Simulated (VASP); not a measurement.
# Cu (Cmcm) in VASP: equation of state

How stiff is Cu in PBE, and what volume does it want? The cell is scaled to several volumes.

Program: VASP 6.6.1. These are calculated values, not measurements. Logs are shortened: lines on timing, memory, paths and dates and some standing lists are left out, and cuts for length are marked.

## 1. Starting point

It takes space group Cmcm (No. 63, orthorhombic). The conventional cell has a = 2.437 Å, b = 7.953 Å, c = 2.475 Å, α = 90.00°, β = 90.00°, γ = 90.00°. Cu (site symmetry m2m) is surrounded by 10 Cu at 2.44 to 2.54 Å.

This isn't the form of Cu at room conditions, which is fcc.

## 2. Equation of state, PBE, 11.27 Å³/atom (volume scaled by 0.94)

INCAR reads:

```
ALGO = Normal
EDIFF = 1E-7
ENCUT = 520
GGA = PE
ISIF = 2
ISMEAR = -1
LASPH = T
LCHARG = F
LREAL = F
LWAVE = F
NBANDS = 18
NELM = 80
PREC = Accurate
SIGMA = 0.05
```

KPOINTS reads:

```
k-points
0
Gamma
  11 11 11
```

POSCAR reads:

```
Cu
1.0
    1.1935901047     -3.8952046620      0.0000000000
    1.1935901047      3.8952046620      0.0000000000
    0.0000000000      0.0000000000      2.4249610270
Cu
2
Direct
    0.8661333500      0.1338666500      0.7500000000
    0.1338666500      0.8661333500      0.2500000000
```

Potentials or basis: VASP PAW PBE potentials, release 64 (Cu).

On the command line:

```
$ cat potpaw_PBE.64/Cu/POTCAR > POTCAR
$ mpirun -np 1 vasp_std > vasp.out
```

OUTCAR:

```text
EDIFF = 1E-7
   ENCUT = 520
   GGA = PE
   ISIF = 2
   ISMEAR = -1
   LASPH = T
   LREAL = F
   NELM = 80
   PREC = Accurate

 Found    216 irreducible k-points:

 Following reciprocal coordinates:
            Coordinates               Weight
  0.000000  0.000000  0.000000      1.000000
  0.090909 -0.000000  0.000000      4.000000
  0.181818  0.000000  0.000000      4.000000
  0.272727 -0.000000  0.000000      4.000000
  0.363636 -0.000000  0.000000      4.000000
  0.454545  0.000000  0.000000      4.000000
   k-points           NKPTS =    216   k-points in BZ     NKDIM =    216   number of bands    NBANDS=     18
   number of dos      NEDOS =    301   number of ions     NIONS =      2
   total plane-waves  NPLWV =  16200
   dimension x,y,z NGX =    30 NGY =   30 NGZ =   18
   dimension x,y,z NGXF=    60 NGYF=   60 NGZF=   36
   ions per type =               2
   NGX,Y,Z   is equivalent  to a cutoff of  12.24, 12.24, 12.34 a.u.
   NGXF,Y,Z  is equivalent  to a cutoff of  24.48, 24.48, 24.68 a.u.
 SYSTEM =  unknown system
   PREC   = accura    normal or accurate (medium, high low for compatibility)
   ISTART =      0    job   : 0-new  1-cont  2-samecut
   ICHARG =      2    charge: 1-file 2-atom 10-const
   ISPIN  =      1    spin polarized calculation?
   LNONCOLLINEAR =      F non collinear calculations
   LSORBIT =      F    spin-orbit coupling
   LASPH  =      T    aspherical Exc in radial PAW
   ENCUT  =  520.0 eV  38.22 Ry    6.18 a.u.   7.57  7.57  4.51*2*pi/ulx,y,z
   NELM   =     80;   NELMIN=  2; NELMDL= -5     # of ELM steps
   EDIFF  = 0.1E-06   stopping-criterion for ELM
   LREAL  =      F    real-space projection
   EDIFFG = 0.1E-05   stopping-criterion for IOM
   NSW    =      0    number of steps for IOM
   IBRION =     -1    ionic relax: 0-MD 1-quasi-New 2-CG
   NFREE  =      0    steps in history (QN), initial steepest desc. (CG)
   ISIF   =      2    stress and relaxation
   ISYM   =      2    0-nonsym 1-usesym 2-fastsym
   POTIM  = 0.5000    time-step for ionic-motion
   TEBEG  =    0.0;   TEEND  =   0.0 temperature during run
   PSTRESS=    0.0 pullay stress
   NELECT =      22.0000    total number of electrons
   NUPDOWN=      -1.0000    fix difference up-down
   EMIN   =  10.00;   EMAX   =-10.00  energy-range for DOS
   EFERMI =   0.00;   METHOD = LEGACY
   ISMEAR =    -1;   SIGMA  =   0.05  broadening in eV -4-tet -1-fermi 0-gaus
   EFERMI_NEDOS =   21; number of points for ismear=-14 and -15
   IALGO  =     38    algorithm
   IMIX   =      4    mixing-type and parameters
     AMIX     =   0.40;   BMIX     =  1.00
     AMIX_MAG =   1.60;   BMIX_MAG =  1.00
  volume/ion in A,a.u.               =      11.27        76.08
  Fermi-wavevector in a.u.,A,eV,Ry     =   1.623712  3.068371 35.870949  2.636440
  Thomas-Fermi vector in A             =   2.717117
   LORBIT       =      0    0 simple, 1 ext, 2 COOP (PROOUT), +10 PAW based schemes
   GGA     = PE    functional components
   LHFCALC =     F    Hartree Fock is set to
   AEXX    =    0.0000 exact exchange contribution
   IVDW    =     0    specifies the selected vdW correction
   LEPSILON=     F    determine dielectric tensor
   LRPA    =     F    only Hartree local field effects (RPA)
 non-spin polarized calculation
  energy-cutoff  :      520.00
  volume of cell :       22.55
 maximum number of plane-waves:       623
   NGX = 15   NGY = 15   NGZ =  9

 number of electron      22.0000003 magnetization

 Free energy of the ion-electron system (eV)
  ---------------------------------------------------
  ext. energy  EPLUGINS =         0.00000000
  ---------------------------------------------------
  free energy    TOTEN  =        -7.04229014 eV

  energy without entropy =       -7.03854437  energy(sigma->0) =       -7.04041726

 E-fermi :   8.2050     XC(G=0): -12.9603

 val. band max:        8.1728168587   @ k =  -0.3636   0.3636   0.3636
 cond. band min:       8.2443661025   @ k =  -0.4545   0.3636   0.4545
 fundamental gap:      0.0715492438
 Fermi energy:         8.2049566347

 k-point     1 :       0.0000    0.0000    0.0000
  band No.  band energies     occupation
      1      -1.5338      2.00000
      2       2.8533      2.00000
      3       3.6748      2.00000
      4       4.1991      2.00000
      5       4.9666      2.00000
      6       5.2544      2.00000
      7       5.7179      2.00000
      8       6.0548      2.00000
      9       6.2700      2.00000
     10       6.4224      2.00000
     11       6.6981      2.00000
     12       8.0036      1.96500
     13      13.3436      0.00000
     14      23.5056      0.00000
     15      27.3514      0.00000
     16      28.2226      0.00000
     17      28.5168      0.00000
     18      30.5066      0.00000

 k-point     2 :       0.0909   -0.0000    0.0000
  band No.  band energies     occupation
      1      -1.2847      2.00000
      2       2.9481      2.00000
      3       3.7713      2.00000
      4       4.2883      2.00000
      5       4.9961      2.00000
      6       5.2417      2.00000
      7       5.5525      2.00000
      8       5.7382      2.00000
      9       6.1927      2.00000
     10       6.3521      2.00000
     11       6.6947      2.00000
     12       8.5028      0.00516
     13      13.5988      0.00000
     14      23.8566      0.00000
     15      24.2698      0.00000
     16      25.3237      0.00000
     17      29.2146      0.00000
     18      32.2035      0.00000

 k-point     3 :       0.1818    0.0000    0.0000
  band No.  band energies     occupation
      1      -0.5596      2.00000
      2       3.1784      2.00000
      3       4.0206      2.00000
      4       4.4909      2.00000
      5       4.9162      2.00000
      6       5.0729      2.00000
      7       5.2763      2.00000
      8       5.6136      2.00000
      9       5.9916      2.00000
     10       6.1856      2.00000
     11       6.6705      2.00000
     12       9.3016      0.00000
     13      14.4088      0.00000
     14      20.2697      0.00000
     15      22.0946      0.00000
     16      24.8709      0.00000
     17      29.5388      0.00000
     18      32.6559      0.00000

 k-point     4 :       0.2727   -0.0000    0.0000
  band No.  band energies     occupation
      1       0.5553      2.00000
      2       3.4047      2.00000
      3       4.1948      2.00000
      4       4.2979      2.00000
      5       4.9867      2.00000
      6       5.1612      2.00000
      7       5.3971      2.00000
      8       5.6652      2.00000
      9       5.7316      2.00000
     10       6.0220      2.00000
     11       6.6146      2.00000
     12       9.9209      0.00000
     13      15.2001      0.00000
     14      17.2531      0.00000
     15      19.2826      0.00000
     16      26.4532      0.00000
     17      29.9312      0.00000
     18      32.2764      0.00000

 k-point     5 :       0.3636   -0.0000    0.0000
  band No.  band energies     occupation
      1       1.8190      2.00000
      2       3.4003      2.00000
      3       4.0618      2.00000
      4       4.5321      2.00000
      5       5.0011      2.00000
      6       5.2134      2.00000
      7       5.4934      2.00000
      8       5.5547      2.00000
      9       5.9447      2.00000
     10       6.3221      2.00000
     11       6.5375      2.00000
     12      10.3692      0.00000
     13      12.7140      0.00000
     14      17.0359      0.00000
     15      18.5761      0.00000
     16      28.4832      0.00000
     17      28.5319      0.00000
     18      30.5383      0.00000

 k-point     6 :       0.4545    0.0000    0.0000
  band No.  band energies     occupation
      1       2.6822      2.00000
      2       3.2502      2.00000
      3       4.1490      2.00000
      4       4.8377      2.00000
      5       5.0273      2.00000
      6       5.2304      2.00000
      7       5.3419      2.00000
      8       5.5656      2.00000
      9       5.9488      2.00000
     10       6.4732      2.00000
     11       7.3591      2.00000
     12      10.1148      0.00000
     13      10.7675      0.00000
     14      15.6603      0.00000
     15      20.9509      0.00000
     16      25.2904      0.00000
     17      30.7297      0.00000
     18      31.0829      0.00000

 [... further k-points ...]

------------------------ aborting loop because EDIFF is reached ----------------------------------------

  FORCE on cell =-STRESS in cart. coord.  units (eV):
  Direction    XX          YY          ZZ          XY          YZ          ZX
  --------------------------------------------------------------------------------------
  -------------------------------------------------------------------------------------
  Total        2.5026346      2.5788790      2.7524400      0.0000000      0.0000000      0.0000000
  in kB      177.8229371    183.2404306    195.5726838      0.0000000      0.0000000      0.0000000
  external PRESSURE =     185.5453505 kB  Pullay stress =       0.0000000 kB

 VOLUME and BASIS-vectors are now :
 -----------------------------------------------------------------------------
  energy-cutoff  :      520.00
  volume of cell :       22.55
      direct lattice vectors                 reciprocal lattice vectors
     1.193590105 -3.895204662  0.000000000     0.418904277 -0.128362960  0.000000000
     1.193590105  3.895204662  0.000000000     0.418904277  0.128362960  0.000000000
     0.000000000  0.000000000  2.424961027     0.000000000  0.000000000  0.412377761

 POSITION                                       TOTAL-FORCE (eV/Angst)
 -----------------------------------------------------------------------------------
      1.19359     -2.85233      1.81872         0.000000     -0.143717     -0.000000
      1.19359      2.85233      0.60624         0.000000      0.143717      0.000000
 -----------------------------------------------------------------------------------
    total drift:                                0.000000      0.000000      0.000000

  FREE ENERGIE OF THE ION-ELECTRON SYSTEM (eV)
  ---------------------------------------------------
  free  energy   TOTEN  =        -7.0422901442 eV

  energy  without entropy=       -7.0385443714  energy(sigma->0) =       -7.04041726
```

Wall time 90 s (1 thread of Intel Xeon Platinum 8375C at 2.90GHz (Ice Lake), shared host); peak memory 0.2 GiB.

What came out:

| Quantity | Value |
| --- | --- |
| Free energy | -7.0423 eV |
| Pressure | 18.6 GPa |
| Largest force | 0.144 eV/Å |
| Band gap on the k mesh | none (metal or under the smearing width) |

## 3. Equation of state, PBE, 11.51 Å³/atom (volume scaled by 0.96)

INCAR reads:

```
  PREC = Accurate
  ENCUT = 520
  EDIFF = 1E-7
  ISMEAR = -1
  SIGMA = 0.05
  LREAL = F
  LASPH = T
  NELM = 80
  ALGO = Normal
  ISIF = 2
  LWAVE = F
  LCHARG = F
  GGA = PE
  NBANDS = 18
```

KPOINTS reads:

```
Automatic mesh
0
Gamma
  11 11 11
```

POSCAR reads:

```
Cu
1.0
    1.2019959458     -3.9226365845      0.0000000000
    1.2019959458      3.9226365845      0.0000000000
    0.0000000000      0.0000000000      2.4420387800
Cu
2
Direct
    0.8661333500      0.1338666500      0.7500000000
    0.1338666500      0.8661333500      0.2500000000
```

Potentials or basis: VASP PAW PBE potentials, release 64 (Cu).

On the command line:

```
$ cat potpaw_PBE.64/Cu/POTCAR > POTCAR
$ mpirun -np 1 vasp_std > vasp.out
```

Wall time 79 s (1 thread of Intel Xeon Platinum 8375C at 2.90GHz (Ice Lake), shared host); peak memory 0.2 GiB.

Results (log left out):

```
Free energy            : -7.0916 eV
Pressure               : 14.3 GPa
Largest force          : 0.111 eV/Å
Band gap on the k mesh : none (metal or under the smearing width)
```

## 4. Equation of state, PBE, 11.75 Å³/atom (volume scaled by 0.98)

INCAR reads:

```
SYSTEM = Cu
ALGO = Normal
EDIFF = 1E-7
ENCUT = 520
GGA = PE
ISIF = 2
ISMEAR = -1
LASPH = .TRUE.
LCHARG = .FALSE.
LREAL = .FALSE.
LWAVE = .FALSE.
NBANDS = 18
NELM = 60
PREC = Accurate
SIGMA = 0.05
```

KPOINTS reads:

```
k-points
0
G
  11 11 11
  0 0 0
```

POSCAR reads:

```
Cu
1.0
    1.2102858349     -3.9496901055      0.0000000000
    1.2102858349      3.9496901055      0.0000000000
    0.0000000000      0.0000000000      2.4588809590
Cu
2
Direct
    0.8661333500      0.1338666500      0.7500000000
    0.1338666500      0.8661333500      0.2500000000
```

On the command line:

```
$ cat potpaw_PBE.64/Cu/POTCAR > POTCAR
$ mpirun -np 1 vasp_std > vasp.out
```

It took 79 s on 1 thread of Intel Xeon Platinum 8375C at 2.90GHz (Ice Lake), shared host; peak memory 0.2 GiB.

The run converged. Its results:

```yaml
Free_energy: -7.1289 eV
Pressure: 10.5 GPa
Largest_force: 0.080 eV/Å
Band_gap_on_the_k_mesh: none (metal or under the smearing width)
```

## 5. Equation of state, PBE, 12.23 Å³/atom (volume scaled by 1.02)

INCAR reads:

```
SYSTEM = Cu
  PREC = Accurate
  ENCUT = 520
  EDIFF = 1E-7
  ISMEAR = -1
  SIGMA = 0.05
  LREAL = .FALSE.
  LASPH = .TRUE.
  NELM = 80
  ALGO = Normal
  ISIF = 2
  LWAVE = .FALSE.
  LCHARG = .FALSE.
  GGA = PE
  NBANDS = 18
```

KPOINTS reads:

```
regular mesh
0
G
  11 11 11
  0 0 0
```

POSCAR reads:

```
Cu
1.0
    1.2265332211     -4.0027124071      0.0000000000
    1.2265332211      4.0027124071      0.0000000000
    0.0000000000      0.0000000000      2.4918900114
Cu
2
Direct
    0.8661333500      0.1338666500      0.7500000000
    0.1338666500      0.8661333500      0.2500000000
```

On the command line:

```
$ cat potpaw_PBE.64/Cu/POTCAR > POTCAR
$ mpirun -np 1 vasp_std > vasp.out
```

It took 88 s on 1 thread of Intel Xeon Platinum 8375C at 2.90GHz (Ice Lake), shared host; peak memory 0.2 GiB.

The run converged. Its results:

```
Free energy            : -7.1723 eV
Pressure               : 4.1 GPa
Largest force          : 0.027 eV/Å
Band gap on the k mesh : none (metal or under the smearing width)
```

## 6. Equation of state, PBE, 12.47 Å³/atom (volume scaled by 1.04)

INCAR reads:

```
ALGO = Normal ; EDIFF = 1E-7
ENCUT = 520 ; GGA = PE
ISIF = 2 ; ISMEAR = -1
LASPH = T ; LCHARG = F
LREAL = F ; LWAVE = F
NBANDS = 18 ; NELM = 80
PREC = Accurate ; SIGMA = 0.05
```

KPOINTS reads:

```
k-points
0
Gamma
  11 11 11
```

POSCAR reads:

```
Cu
1.0
    1.2344979457     -4.0287047744      0.0000000000
    1.2344979457      4.0287047744      0.0000000000
    0.0000000000      0.0000000000      2.5080715687
Cu
2
Direct
    0.8661333500      0.1338666500      0.7500000000
    0.1338666500      0.8661333500      0.2500000000
```

Potentials or basis: VASP PAW PBE potentials, release 64 (Cu).

On the command line:

```
$ cat potpaw_PBE.64/Cu/POTCAR > POTCAR
$ mpirun -np 1 vasp_std > vasp.out
```

Wall time 88 s (1 thread of Intel Xeon Platinum 8375C at 2.90GHz (Ice Lake), shared host); peak memory 0.21 GiB.

The run converged. Its results:

```
Free energy            : -7.1806 eV
Pressure               : 1.4 GPa
Band gap on the k mesh : none (metal or under the smearing width)
```

## 7. Equation of state, PBE, 12.71 Å³/atom (volume scaled by 1.06)

INCAR reads:

```
PREC = Accurate
ENCUT = 520
EDIFF = 1E-7
ISMEAR = -1
SIGMA = 0.05
LREAL = F
LASPH = T
NELM = 100
ALGO = Normal
ISIF = 2
LWAVE = F
LCHARG = F
GGA = PE
NBANDS = 18
```

KPOINTS reads:

```
Automatic mesh
0
Gamma
  11 11 11
```

POSCAR reads:

```
Cu
1.0
    1.2423612020     -4.0543660062      0.0000000000
    1.2423612020      4.0543660062      0.0000000000
    0.0000000000      0.0000000000      2.5240469776
Cu
2
Direct
    0.8661333500      0.1338666500      0.7500000000
    0.1338666500      0.8661333500      0.2500000000
```

On the command line:

```
$ cat potpaw_PBE.64/Cu/POTCAR > POTCAR
$ mpirun -np 1 vasp_std > vasp.out
```

Wall time 80 s (1 thread of Intel Xeon Platinum 8375C at 2.90GHz (Ice Lake), shared host); peak memory 0.21 GiB.

The run converged. Its results:

| Property | Result |
| --- | --- |
| Free energy | -7.1813 eV |
| Pressure | -1.0 GPa |
| Largest force | 0.019 eV/Å |
| Band gap on the k mesh | none (metal or under the smearing width) |

## 8. Equation of state, PBE

This step only gathers the single runs of the series.

What came out:

* Equilibrium volume: 12.61 Å³/atom
* Bulk modulus at fixed shape and positions: 126 GPa
* Pressure derivative of the bulk modulus: 5.0

Energy against volume, from the lowest point:
```tsv
volume (Å³/atom)	energy (meV/atom)
11.274	69.49
11.514	44.82
11.754	26.19
11.994	12.95
12.234	4.49
12.474	0.34
12.714	0.00
```

Caveat: the cell was scaled at fixed shape and fractional positions, which overstates the stiffness of a crystal with free parameters, most of all of layers and chains.
